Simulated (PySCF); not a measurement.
# InAs (F-43m) in PySCF: density of states with PBEsol

Aim: the density of states of InAs with PBEsol.

Program: PySCF 2.14.0. These are calculated values, not measurements. Logs are shortened: lines on timing, memory, paths and dates and some standing lists are left out, and cuts for length are marked.

**Measured values to compare with.**

From a printed reference work, data compilation, for a bulk crystal of InAs at 4.2 K: band gap 0.418 eV (direct).

The runs below are set against these values where they give the same quantity.

## Step 1: Starting point

Symmetry: F-43m, No. 216, cubic system. The conventional cell has a = 6.036 Å, b = 6.036 Å, c = 6.036 Å, α = 90.00°, β = 90.00°, γ = 90.00°. In (site symmetry -43m) is surrounded by 4 As at 2.61 Å. As (site symmetry -43m) has 4 In at 2.61 Å as nearest neighbours.

## Step 2: Density of states, PBEsol

Contents of run.py:

```python
import json
import numpy as np
from pyscf.pbc import gto, scf, dft, df

cell = gto.Cell()
cell.basis = {'As': 'DZVP-MOLOPT-SR-GTH-q5', 'In': 'DZVP-MOLOPT-SR-GTH-q13'}
cell.pseudo = {'As': 'GTH-PBE-q5', 'In': 'GTH-PBE-q13'}
cell.fromfile('InAs.xyz')
cell.ke_cutoff = 93  # hartree
cell.exp_to_discard = 0.02
cell.precision = 1e-08
cell.space_group_symmetry = True
cell.symmorphic = False
cell.max_memory = 5880  # MB
cell.verbose = 4
cell.build()

res = {}
kpts = cell.make_kpts([8, 8, 8], space_group_symmetry=True, time_reversal_symmetry=True)
cell.space_group_symmetry = False  # the mesh holds the operations; no search on the supercells of the integral code
mf = dft.KRKS(cell, kpts, xc='pbesol')
mf = mf.multigrid_numint()
mf = mf.smearing(sigma=0.00183747, method='fermi')  # hartree
mf.conv_tol = 1e-07
mf.max_cycle = 60

mf.kernel()
res.update(converged=bool(mf.converged), e_tot=mf.e_tot, nelec=cell.nelectron, nao=cell.nao, mesh=list(map(int, cell.mesh)), a=cell.lattice_vectors().tolist(), coords=cell.atom_coords().tolist(),
           mo_energy=[np.real(x).tolist() for x in mf.mo_energy], mo_occ=[np.real(x).tolist() for x in mf.mo_occ])
res.update(e_free=mf.e_free, e_zero=mf.e_zero)
res.update(kpts=kpts.kpts_scaled_ibz.tolist(), weights=kpts.weights_ibz.tolist())
res['parts'] = {k: float(np.real(v)) for k, v in mf.scf_summary.items() if np.isscalar(v)}
json.dump(res, open('results.json', 'w'))
if not mf.converged:
    raise SystemExit('SCF not converged')

print('levels (eV)')
for i, kp in enumerate(res['kpts'][:40]):
    print('k %7.4f %7.4f %7.4f  ' % tuple(kp), ' '.join('%.3f' % (x * 27.211386) for x in res['mo_energy'][i][:14]))

mf = mf.to_khf()  # unfold to the whole mesh
kpts = mf.kpts
# Mulliken populations
dm, s = np.asarray(mf.make_rdm1()), np.asarray(mf.get_ovlp())
sites = cell.aoslice_by_atom()[:, 2:]
tot = np.einsum('kij,kji->i', dm, s).real / len(kpts)
res['mulliken'] = [cell.atom_charge(i) - tot[a0:a1].sum() for i, (a0, a1) in enumerate(sites)]
print('Mulliken charges', np.round(res['mulliken'], 5))

# density of states, Gaussians of 0.15 eV
e = np.asarray(mf.mo_energy).real.reshape(1, -1) * 27.211386
ef = mf.get_fermi()
ef = np.max(ef) * 27.211386
x = np.arange(-15, 10.01, 0.1) + round(ef, 1)
dos = np.exp(-((x[:, None, None] - e) / 0.15) ** 2 / 2).sum(-1).T / (0.15 * np.sqrt(2 * np.pi) * len(kpts)) * 2
res.update(dos_e=x.tolist(), dos=dos.tolist())
for a, b in zip(x[::5], dos.T[::5]):
    print('%8.2f' % a, ' '.join('%9.4f' % y for y in b))

# density on a uniform mesh
grids = dft.gen_grid.UniformGrids(cell)
grids.mesh = [23, 23, 23]
grids.build()
ni = dft.numint.KNumInt()
rho = [ni.get_rho(cell, x, grids, kpts) for x in [dm]]
np.save('rho.npy', np.reshape(rho, (-1, *grids.mesh)))
res['done'] = True
json.dump(res, open('results.json', 'w'))
```

Contents of InAs.xyz:

```xyz
2
Lattice="0.0000000000 3.0180000000 3.0180000000 3.0180000000 0.0000000000 3.0180000000 3.0180000000 3.0180000000 0.0000000000" Properties=species:S:1:pos:R:3 pbc="T T T"
In     0.0000000000      0.0000000000      0.0000000000
As     4.5270000000      4.5270000000      4.5270000000
```

Potentials or basis: DZVP-MOLOPT-SR/GTH-PBE (potentials made for PBE).

On the command line:

```console
OMP_NUM_THREADS=4 python -u run.py > log
```

Standard output:

```text
Discarded 0 diffused primitive functions, 0 contracted functions
time reversal: True
k-points in IBZ                         weights
  0:  0.000000,  0.000000,  0.000000    1/512
  1:  0.500000,  0.500000,  0.000000    3/512
  2:  0.500000,  0.500000,  0.500000    4/512
  3:  0.625000,  0.625000,  0.000000    6/512
  4:  0.625000,  0.625000,  0.625000    8/512
  5:  0.750000,  0.375000,  0.375000    12/512
[... 21 lines left out ...]
 27:  0.875000,  0.875000,  0.750000    12/512
 28:  0.875000,  0.875000,  0.875000    8/512

******** <class 'pyscf.pbc.scf.smearing.SmearingKsymAdaptedKRKS'> ********
method = SmearingKsymAdaptedKRKS
initial guess = minao
damping factor = 0
level_shift factor = 0
DIIS = <class 'pyscf.scf.diis.CDIIS'>
diis_start_cycle = 1
diis_space = 8
diis_damp = 0
SCF conv_tol = 1e-07
SCF conv_tol_grad = None
SCF max_cycles = 60
direct_scf = True
direct_scf_tol = 1e-13

******** PBC SCF flags ********
N kpts (BZ) = 512
N kpts (IBZ) = 29
Exchange divergence treatment (exxdiv) = ewald
    madelung (= occupied orbital energy shift) = 0.050244460835662016
    Total energy shift due to Ewald probe charge = -1/2 * Nelec*madelung = -0.452200147521
DF object = <pyscf.pbc.df.fft.FFTDF object>
XC functionals = pbesol
small_rho_cutoff = 0
Uniform grid, mesh = [37 37 37]
Set gradient conv threshold to 0.000316228
nelec by numeric integration = 18.000000000000043
init E= -62.5342710403581
    sigma = 0.00183747  Optimized mu = 0.252925698402  entropy = 0.0107333659047
nelec by numeric integration = 17.999999999996803
    Total E(T) = -62.5278144517523  Free energy = -62.5278341739901  E0 = -62.5278243128712
cycle= 1 E= -62.5278144517523  delta_E= 0.00646  |g|= 0.526  |ddm|= 12.6
    sigma = 0.00183747  Optimized mu = 0.2545652522  entropy = 0.0100264770559
nelec by numeric integration = 17.999999999996607
    Total E(T) = -62.5275923343549  Free energy = -62.5276107577057  E0 = -62.5276015460303
cycle= 2 E= -62.5275923343549  delta_E= 0.000222  |g|= 0.527  |ddm|= 3.49
    sigma = 0.00183747  Optimized mu = 0.24905851838  entropy = 0.0105121039796
nelec by numeric integration = 17.999999999996767
    Total E(T) = -62.5326223248693  Free energy = -62.532641640545  E0 = -62.5326319827072
cycle= 3 E= -62.5326223248693  delta_E= -0.00503  |g|= 0.0581  |ddm|= 1.87
    sigma = 0.00183747  Optimized mu = 0.25108572108  entropy = 0.010388581224
nelec by numeric integration = 17.99999999999673
    Total E(T) = -62.5327000371762  Free energy = -62.5327191258826  E0 = -62.5327095815294
cycle= 4 E= -62.5327000371762  delta_E= -7.77e-05  |g|= 0.00227  |ddm|= 0.176
    sigma = 0.00183747  Optimized mu = 0.251029636301  entropy = 0.0103930200225
nelec by numeric integration = 17.999999999996742
    Total E(T) = -62.5327001442654  Free energy = -62.5327192411279  E0 = -62.5327096926967
cycle= 5 E= -62.5327001442654  delta_E= -1.07e-07  |g|= 8.65e-05  |ddm|= 0.0078
    sigma = 0.00183747  Optimized mu = 0.251028204894  entropy = 0.0103929297926
nelec by numeric integration = 17.999999999996735
    Total E(T) = -62.5327001445925  Free energy = -62.5327192412892  E0 = -62.5327096929409
cycle= 6 E= -62.5327001445925  delta_E= -3.27e-10  |g|= 2.64e-06  |ddm|= 0.000358
    sigma = 0.00183747  Optimized mu = 0.251028491608  entropy = 0.0103929206434
nelec by numeric integration = 17.999999999996746
    Total E(T) = -62.532700144609  Free energy = -62.5327192412889  E0 = -62.532709692949
Extra cycle  E= -62.532700144609  delta_E= -1.65e-11  |g|= 1.89e-06  |ddm|= 1.7e-05
converged SCF energy = -62.532700144609
levels (eV)
k  0.0000  0.0000  0.0000   -7.607 -7.607 -7.607 -7.472 -7.472 -5.167 6.489 6.785 6.785 6.785 10.631 10.631 10.631 17.102
k  0.5000  0.5000  0.0000   -7.794 -7.521 -7.521 -7.513 -7.446 -3.104 0.807 4.375 4.375 8.211 8.778 16.278 16.302 16.302
k  0.5000  0.5000  0.5000   -7.733 -7.574 -7.574 -7.463 -7.463 -3.664 0.875 5.752 5.752 7.636 11.471 11.471 14.106 16.969
k  0.6250  0.6250  0.0000   -7.772 -7.534 -7.534 -7.506 -7.450 -3.561 1.504 4.617 4.617 8.350 9.160 15.007 15.007 15.151
k  0.6250  0.6250  0.6250   -7.717 -7.577 -7.577 -7.466 -7.466 -3.976 1.499 5.868 5.868 7.727 11.507 11.507 13.457 16.796
k  0.7500  0.3750  0.3750   -7.774 -7.545 -7.533 -7.493 -7.457 -3.121 0.944 3.389 4.760 8.804 11.070 14.366 14.431 14.706
[... 21 lines left out ...]
k  0.8750  0.8750  0.7500   -7.659 -7.594 -7.588 -7.475 -7.469 -4.750 3.815 5.624 6.529 8.546 10.713 11.063 11.857 15.627
k  0.8750  0.8750  0.8750   -7.628 -7.601 -7.601 -7.472 -7.472 -5.009 4.829 6.582 6.582 7.826 10.814 10.930 10.930 16.476
Mulliken charges [ 0.0109 -0.0109]

WARN: Occupied band above Fermi level:
k=0, mo_e=[-0.279561 -0.279557 -0.279557 -0.274597 -0.274597 -0.18989   0.238482
  0.249357  0.249359  0.249359  0.39067   0.39067   0.390675  0.628471
  0.628471  0.707892  0.707892  0.707892  0.792802  1.12232   1.12232
  1.122321  1.245922  1.245926  1.245926  1.298232  1.316632  1.316632
  1.324987  1.325     1.325     1.829692  1.829695  1.829695  2.160165
  2.160165  2.160166  3.908523], mo_occ=[2.       2.       2.       2.       2.       2.       1.997836 1.425865
 1.425467 1.425466 0.       0.       0.       0.       0.       0.
 0.       0.       0.       0.       0.       0.       0.       0.
 0.       0.       0.       0.       0.       0.       0.       0.
 0.       0.       0.       0.       0.       0.      ]

   -8.20    0.0562
   -7.70   15.2314
   -7.20    2.7122
   -6.70    0.0000
   -6.20    0.0000
   -5.70    0.0000
[... 43 lines left out ...]
   16.30    0.8885
   16.80    1.2849
```

Wall time 11 min (4 threads of Intel Xeon at 2.50GHz (Skylake/Cascade Lake), shared host); peak memory 5.5 GiB.

What came out:

| Quantity | Value |
| --- | --- |
| Free energy | -1701.6020 eV |
| Band gap on the k mesh | none (metal or under the smearing width) |
| Mulliken charges | In +0.01; As -0.01 e |

States per cell in windows of 1 eV (zero at the Fermi level; states under -8 eV left out):
```tsv
from (eV)	total
-8.0	0.00
-7.0	0.12
-6.0	1.28
-5.0	0.35
-4.0	0.72
-3.0	1.58
-2.0	1.49
-1.0	0.45
0.0	0.07
1.0	0.67
2.0	1.45
3.0	0.76
4.0	1.55
5.0	1.56
6.0	0.99
7.0	0.84
```

Caveat: Mulliken charges move with the basis; the basis of atomic orbitals isn't converged, which shifts pressures, moduli and gaps.

## Step 3: Comparison with measurements

Step 2. A measured gap of InAs is 0.418 eV (direct; 4.2 K; a printed reference work, data compilation); the calculated 0.00 eV misses it by -0.42 eV. Spin-orbit coupling on As, In is left out. The value is that of PBEsol in an atomic basis (DZVP-MOLOPT-SR/GTH-PBE (potentials made for PBE)), whose error adds to the functional's, on a finite k mesh, which can miss the band edges, without temperature or zero-point motion. Semilocal functionals fall short of measured gaps as a rule.
